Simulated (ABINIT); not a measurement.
# Ge (Fd-3m) in ABINIT: settings compared, part 2 of 2

ABINIT 10.8.3 (patched build). Earlier steps stand in the parts before.

## 4. Band structure, LDA

Contents of run.abi:

```
ndtset 2

pp_dirpath "./"
pseudos "Ge.LDA_PW-JTH.xml"

acell 3*1.0
rprim
     0.0000000000     5.3458651312     5.3458651312
     5.3458651312     0.0000000000     5.3458651312
     5.3458651312     5.3458651312     0.0000000000
ntypat 1
znucl 32
natom 2
typat 1 1
xred
     0.7500000000     0.7500000000     0.7500000000
     0.5000000000     0.5000000000     0.5000000000

ecut 20.0
pawecutdg 40.0

ixc 7

occopt 3
tsmear 0.05 eV

nstep 100

iomode 3
prtwf 0
prteig 0
prtebands 0
prtden1 1
prtvha1 1
prtvclmb1 1
prtpot1 1

kptopt1 1
ngkpt1 8 8 8
nshiftk1 1
shiftk1 0.0 0.0 0.0
nband1 18
tolvrs1 1.0e-9

iscf2 -2
getden2 1
nband2 22
nbdbuf2 2
tolwfr2 1.0e-12
kptopt2 -9
ndivsm2 8
prteig2 1
prtvol2 -3
kptbounds2
     0.0000000000     0.0000000000     0.0000000000
     0.5000000000     0.0000000000     0.5000000000
     0.5000000000     0.2500000000     0.7500000000
     0.3750000000     0.3750000000     0.7500000000
     0.0000000000     0.0000000000     0.0000000000
     0.5000000000     0.5000000000     0.5000000000
     0.6250000000     0.2500000000     0.6250000000
     0.5000000000     0.2500000000     0.7500000000
     0.5000000000     0.5000000000     0.5000000000
     0.3750000000     0.3750000000     0.7500000000
```

Potentials or basis: JTH PAW LDA v2.0.

Launch:

```console
$ abinit run.abi > log 2>&1
```

run.abo:

```text
.Version 10.8.3 of ABINIT
 DATASET    1 : space group Fd -3 m (#227); Bravais cF (face-center cubic)
================================================================================
 Values of the parameters that define the memory need for DATASET  1.
     intxc =       0    ionmov =       0      iscf =      17    lmnmax =      18
     lnmax =       6     mgfft =      32  mpssoang =       3    mqgrid =    3001
     natom =       2  nloc_mem =       2    nspden =       1   nspinor =       1
    nsppol =       1      nsym =      48    n1xccc =       1    ntypat =       1
    occopt =       3   xclevel =       1
       mpw =        1323          nfft =       32768          nkpt =          29
 PAW method is used; the additional fine FFT grid is defined by:
   mgfftf=        45    nfftf =     91125
================================================================================
================================================================================

[... 2029 lines left out ...]
  -0.66705   -0.66646   -0.66316   -0.66098   -0.66000   -0.65952   -0.65931   -0.65751
  -0.65399   -0.65345   -0.09647   -0.05750    0.08964    0.15277    0.28947    0.39734
   0.51025    0.51905    0.54732    0.61137    0.74120    0.78637

== END DATASET(S) ==============================================================
================================================================================

 -outvars: echo values of variables after computation  --------
            acell      1.0000000000E+00  1.0000000000E+00  1.0000000000E+00 Bohr
           etotal1    -1.9164252893E+02
            fcart1    -2.9512937041E-31 -2.9512937041E-31  6.8863519761E-31
                       2.9512937041E-31  2.9512937041E-31 -6.8863519761E-31
            rprim      0.0000000000E+00  5.3458651312E+00  5.3458651312E+00
                       5.3458651312E+00  0.0000000000E+00  5.3458651312E+00
                       5.3458651312E+00  5.3458651312E+00  0.0000000000E+00
           strten1     6.6355632843E-05  6.6355632843E-05  6.6355632843E-05
                       0.0000000000E+00  0.0000000000E+00  0.0000000000E+00
           xangst      4.2433649971E+00  4.2433649971E+00  4.2433649971E+00
                       2.8289099981E+00  2.8289099981E+00  2.8289099981E+00
             xred      7.5000000000E-01  7.5000000000E-01  7.5000000000E-01
                       5.0000000000E-01  5.0000000000E-01  5.0000000000E-01
 Calculation completed.
```

Run time: 1.9 min. Hardware: 1 thread of Arm Neoverse V1, shared host; peak memory 0.15 GiB.

What came out:

| Property | Result |
| --- | --- |
| Free energy | -5214.8589 eV |
| Band gap on the k mesh | none (metal or under the smearing width) |
| Valence electrons inside the program's atomic spheres | Ge 12.41, 12.40 (radii [1.2196] Å) |

Levels at the corners of the path, in eV from the Fermi level:
```tsv
point	band 11	band 12	band 13	band 14	band 15	band 16	band 17	band 18
Γ	-12.81	-0.18	0.03	0.03	0.03	2.56	2.56	2.56
X	-8.93	-8.93	-3.06	-3.06	0.70	0.70	9.42	9.42
W	-8.83	-8.83	-3.90	-3.90	4.26	4.26	4.69	4.69
K	-9.40	-8.34	-4.33	-2.61	1.11	4.04	7.11	7.35
Γ	-12.81	-0.18	0.03	0.03	0.03	2.56	2.56	2.56
L	-10.72	-7.63	-1.38	-1.38	0.07	3.76	3.76	7.00
U	-9.40	-8.34	-4.33	-2.61	1.11	4.04	7.11	7.35
W	-8.83	-8.83	-3.90	-3.90	4.26	4.26	4.69	4.69
L	-10.72	-7.63	-1.38	-1.38	0.07	3.76	3.76	7.00
K	-9.40	-8.34	-4.33	-2.61	1.11	4.04	7.11	7.35
```

Caveat: the cutoff is too short for stress, so the log's stress isn't used; this crystal is a semiconductor, whose small gap the functional closes, so the metal is an error of the method.

## 5. Band structure, PBE

run.abi: that of step 4 with these lines changed.

```diff
@@ -3,9 +3,9 @@
 pp_dirpath "./"
-pseudos "Ge.LDA_PW-JTH.xml"
+pseudos "32_Ge_14_2.2_2.3_pbe_n_v1.0.psp8"
 
-acell 3*1.0
+acell 3*1.0 Angstrom
 rprim
-     0.0000000000     5.3458651312     5.3458651312
-     5.3458651312     0.0000000000     5.3458651312
-     5.3458651312     5.3458651312     0.0000000000
+     0.0000000000     2.8289100000     2.8289100000
+     2.8289100000     0.0000000000     2.8289100000
+     2.8289100000     2.8289100000     0.0000000000
 ntypat 1
@@ -18,9 +18,8 @@
 
-ecut 20.0
-pawecutdg 40.0
+ecut 31.0
 
-ixc 7
+ixc 11
 
 occopt 3
-tsmear 0.05 eV
+tsmear 0.00183747
 
@@ -32,6 +31,4 @@
 prtebands 0
+enunit 2
 prtden1 1
-prtvha1 1
-prtvclmb1 1
-prtpot1 1
 
@@ -42,3 +39,3 @@
 nband1 18
-tolvrs1 1.0e-9
+tolvrs1 1.0e-10
```

Potentials or basis: SPMS NC PBE v1.0.

Launch:

```console
$ abinit run.abi > log 2>&1
```

Run time: 2.6 min. Hardware: 1 thread of Arm Neoverse V1, shared host; peak memory 0.19 GiB.

Results (log left out):

```
Free energy                                           : -4379.4707 eV
Pressure                                              : 3.7 GPa
Band gap on the k mesh                                : none (metal or under the smearing width)
Valence electrons inside the program's atomic spheres : Ge 11.54 (radii [1.0584] Å)
```

Levels at the corners of the path, in eV from the Fermi level:
| point | band 12 | band 13 | band 14 | band 15 | band 16 | band 17 |
| --- | --- | --- | --- | --- | --- | --- |
| Γ | -0.04 | -0.04 | -0.04 | -0.02 | 2.51 | 2.51 |
| X | -8.93 | -3.11 | -3.11 | 0.71 | 0.71 | 9.47 |
| W | -8.83 | -3.94 | -3.94 | 4.28 | 4.28 | 4.67 |
| K | -8.34 | -4.37 | -2.67 | 1.12 | 4.04 | 7.17 |
| Γ | -0.04 | -0.04 | -0.04 | -0.02 | 2.51 | 2.51 |
| L | -7.64 | -1.45 | -1.45 | 0.13 | 3.70 | 3.70 |
| U | -8.34 | -4.37 | -2.67 | 1.12 | 4.04 | 7.17 |
| W | -8.83 | -3.94 | -3.94 | 4.28 | 4.28 | 4.67 |
| L | -7.64 | -1.45 | -1.45 | 0.13 | 3.70 | 3.70 |
| K | -8.34 | -4.37 | -2.67 | 1.12 | 4.04 | 7.17 |

Caveat: this crystal is a semiconductor, whose small gap the functional closes, so the metal is an error of the method.

## 6. Band structure, TB-mBJ

run.abi: that of step 5 with these lines changed.

```diff
@@ -1,6 +1,9 @@
+# Datasets: ground state, then fixed potential
 ndtset 2
 
+# Pseudopotentials
 pp_dirpath "./"
-pseudos "32_Ge_14_2.2_2.3_pbe_n_v1.0.psp8"
+pseudos "Ge.hgh"
 
+# Structure
 acell 3*1.0 Angstrom
@@ -18,11 +21,20 @@
 
-ecut 31.0
+# Plane-wave basis
+ecut 517.016339 eV
 
-ixc 11
+# Exchange and correlation
+ixc -208012
+usekden 1
 
+# Bands and occupations
 occopt 3
-tsmear 0.00183747
+tsmear 0.05 eV
 
+# SCF cycle
 nstep 100
+diemix 0.3
+optforces 0
+optstress 0
 
+# Output
 iomode 3
@@ -31,5 +43,11 @@
 prtebands 0
-enunit 2
+enunit 1
 prtden1 1
+prtkden1 1
+prtvha1 1
+prtvclmb1 1
+prtpot1 1
+prtelf1 1
 
+# Dataset 1
 kptopt1 1
@@ -38,8 +56,10 @@
 shiftk1 0.0 0.0 0.0
-nband1 18
-tolvrs1 1.0e-10
+nband1 8
+tolvrs1 1.0e-9
 
+# Dataset 2: bands along G-X-W-K-G-L-U-W-L-K
 iscf2 -2
 getden2 1
-nband2 22
+getkden2 1
+nband2 12
 nbdbuf2 2
@@ -47,5 +67,4 @@
 kptopt2 -9
-ndivsm2 8
+ndivsm2 6
 prteig2 1
-prtvol2 -3
 kptbounds2
```

Potentials or basis: HGH LDA.

Launch:

```console
$ abinit run.abi > log 2>&1
```

run.abo:

```text
.Version 10.8.3 of ABINIT
 DATASET    1 : space group Fd -3 m (#227); Bravais cF (face-center cubic)
================================================================================
 Values of the parameters that define the memory need for DATASET  1.
     intxc =       0    ionmov =       0      iscf =       7    lmnmax =       6
     lnmax =       6     mgfft =      30  mpssoang =       3    mqgrid =    3001
     natom =       2  nloc_mem =       1    nspden =       1   nspinor =       1
    nsppol =       1      nsym =      48    n1xccc =       0    ntypat =       1
    occopt =       3   xclevel =       2
       mpw =        1223          nfft =       27000          nkpt =          29
================================================================================
================================================================================

 DATASET    2 : space group Fd -3 m (#227); Bravais cF (face-center cubic)
================================================================================
 Values of the parameters that define the memory need for DATASET  2.
     intxc =       0    ionmov =       0      iscf =      -2    lmnmax =       6
     lnmax =       6     mgfft =      30  mpssoang =       3    mqgrid =    3001
     natom =       2  nloc_mem =       1    nspden =       1   nspinor =       1
    nsppol =       1      nsym =      48    n1xccc =       0    ntypat =       1
    occopt =       3   xclevel =       2
       mpw =        1243          nfft =       27000          nkpt =         103
================================================================================
================================================================================

--------------------------------------------------------------------------------
------------- Echo of variables that govern the present computation ------------
--------------------------------------------------------------------------------
 -outvars: echo values of preprocessed input variables --------
            acell      1.8897261259E+00  1.8897261259E+00  1.8897261259E+00 Bohr
              amu      7.26100000E+01
           diemix      3.00000000E-01
             ecut      1.90000000E+01 Hartree
           enunit           1
           getden1          0
           getden2          1
[... 809 lines left out ...]
 length scales=  1.889726125908  1.889726125908  1.889726125908 bohr
              =  1.000000000000  1.000000000000  1.000000000000 angstroms
 Eigenvalues (   eV  ) for nkpt= 103  k points:
 kpt#   1, nband= 12, wtk=  1.00000, kpt=  0.0000  0.0000  0.0000 (reduced coord)
  -8.81790    3.60886    3.60886    3.60886    4.49963    6.64775    6.64775    6.64775
  10.90986   13.29528   13.29528   15.19425
 kpt#   2, nband= 12, wtk=  1.00000, kpt=  0.0294  0.0000  0.0294 (reduced coord)
  -8.80399    3.31973    3.55002    3.55002    4.78524    6.60511    6.72552    6.72552
  10.98454   13.08575   13.31037   15.22627
 kpt#   3, nband= 12, wtk=  1.00000, kpt=  0.0588  0.0000  0.0588 (reduced coord)
  -8.76228    2.80508    3.38997    3.38997    5.28678    6.48620    6.94223    6.94223
  11.19936   12.61706   13.35567   15.30882
 kpt#   4, nband= 12, wtk=  1.00000, kpt=  0.0882  0.0000  0.0882 (reduced coord)
  -8.69276    2.25142    3.16350    3.16350    5.80855    6.31254    7.26276    7.26276
  11.53229   12.07982   13.43117   15.45231
 kpt#   5, nband= 12, wtk=  1.00000, kpt=  0.1176  0.0000  0.1176 (reduced coord)
  -8.59563    1.68947    2.90251    2.90251    6.10753    6.30098    7.65458    7.65458
  11.57040   11.95865   13.53688   15.65367
 kpt#   6, nband= 12, wtk=  1.00000, kpt=  0.1471  0.0000  0.1471 (reduced coord)
  -8.47120    1.12754    2.62907    2.62907    5.89060    6.72237    8.09484    8.09484
[... 278 lines left out ...]
  -6.22555   -3.74368    0.03023    1.64420    5.80698    8.75699    9.62211   10.61314
  12.70523   13.82095   15.64329   17.70732
 kpt# 100, nband= 12, wtk=  1.00000, kpt=  0.4125  0.4125  0.6750 (reduced coord)
  -6.03590   -3.85671   -0.23609    1.49661    5.70113    9.35944   10.06447   10.14558
  12.49053   13.63725   16.41724   18.00682
 kpt# 101, nband= 12, wtk=  1.00000, kpt=  0.4000  0.4000  0.7000 (reduced coord)
  -5.82822   -4.02084   -0.39753    1.36269    5.58109    9.29579   10.25551   10.67710
  12.28162   13.52131   17.23662   18.25479
 kpt# 102, nband= 12, wtk=  1.00000, kpt=  0.3875  0.3875  0.7250 (reduced coord)
  -5.61874   -4.21771   -0.45433    1.24730    5.47101    8.76695   10.94988   11.16910
  12.11097   13.51354   17.85200   18.60203
 kpt# 103, nband= 12, wtk=  1.00000, kpt=  0.3750  0.3750  0.7500 (reduced coord)
  -5.45518   -4.38713   -0.41868    1.15421    5.38219    8.24468   11.49260   11.54644
  12.15940   13.68184   17.91415   19.10287

== END DATASET(S) ==============================================================
================================================================================

 -outvars: echo values of variables after computation  --------
            acell      1.8897261259E+00  1.8897261259E+00  1.8897261259E+00 Bohr
           etotal1    -6.0014536434E+00
            fcart1     9.9999999999E+99  9.9999999999E+99  9.9999999999E+99
                       9.9999999999E+99  9.9999999999E+99  9.9999999999E+99
            rprim      0.0000000000E+00  2.8289100000E+00  2.8289100000E+00
                       2.8289100000E+00  0.0000000000E+00  2.8289100000E+00
                       2.8289100000E+00  2.8289100000E+00  0.0000000000E+00
           strten1     9.9999999999E+99  9.9999999999E+99  9.9999999999E+99
                       9.9999999999E+99  9.9999999999E+99  9.9999999999E+99
           xangst      4.2433650000E+00  4.2433650000E+00  4.2433650000E+00
                       2.8289100000E+00  2.8289100000E+00  2.8289100000E+00
             xred      7.5000000000E-01  7.5000000000E-01  7.5000000000E-01
                       5.0000000000E-01  5.0000000000E-01  5.0000000000E-01
 Calculation completed.
```

Run time: 94 s. Hardware: 1 thread of Arm Neoverse V1, shared host; peak memory 0.11 GiB.

Results:

```yaml
Band_gap_on_the_k_mesh: 0.87 eV, indirect (least direct gap 0.89 eV)
Band_gap_along_the_path: 0.87 eV, indirect (least direct gap 0.89 eV)
Valence_electrons_inside_the_program's_atomic_spheres: Ge 1.68, 1.63 (radii [1.0584] Å)
```

Levels at the corners of the path, in eV from the valence-band top:
```tsv
point	band 1	band 2	band 3	band 4	band 5	band 6	band 7	band 8
Γ	-12.43	0.00	0.00	0.00	0.89	3.04	3.04	3.04
X	-8.59	-8.59	-2.87	-2.87	1.37	1.37	10.17	10.17
W	-8.50	-8.50	-3.62	-3.62	4.93	4.93	5.18	5.18
K	-9.06	-8.00	-4.03	-2.45	1.77	4.64	7.88	7.94
Γ	-12.43	0.00	0.00	0.00	0.89	3.04	3.04	3.04
L	-10.38	-7.26	-1.30	-1.30	0.87	4.23	4.23	8.01
U	-9.06	-8.00	-4.03	-2.45	1.77	4.64	7.88	7.94
W	-8.50	-8.50	-3.62	-3.62	4.93	4.93	5.18	5.18
L	-10.38	-7.26	-1.30	-1.30	0.87	4.23	4.23	8.01
K	-9.06	-8.00	-4.03	-2.45	1.77	4.64	7.88	7.94
```

Caveat: the constant c of TB-mBJ comes from the pseudo density here, which moves gaps by up to 0.3 eV between sets of potentials; the potentials were made for another functional, which shifts forces and pressure; HGH potentials are hard and often keep d shells in the core, so these values are rough.

## 7. Against experiment

Step 4. Measured gap of Ge: 0.744 eV (indirect; 0 K; “Temperature-dependent photoluminescence in Ge: experiment and theory”, 2020, arxiv:2003.00143). This calculation gives 0.00 eV (-0.74 eV). 3 values of this kind are on record (0.666 to 0.807 eV); this one was drawn at random among those near their median. Spin-orbit coupling on Ge is left out. The value is that of LDA on a finite k mesh, which can miss the band edges, without temperature or zero-point motion. Semilocal functionals fall short of measured gaps as a rule.

Step 5. Against the measured gap of Ge, 0.807 eV (direct; 300 K; “Electronic and optical properties of SixGe1-x-ySny alloys lattice-matched to Ge”, 2021, arxiv:2109.02782), the calculated 0.00 eV is off by -0.81 eV. 3 values of this kind are on record (0.666 to 0.807 eV); this one was drawn at random among those near their median. Spin-orbit coupling on Ge is left out. The value is that of PBE on a finite k mesh, which can miss the band edges, without temperature or zero-point motion. Semilocal functionals fall short of measured gaps as a rule.
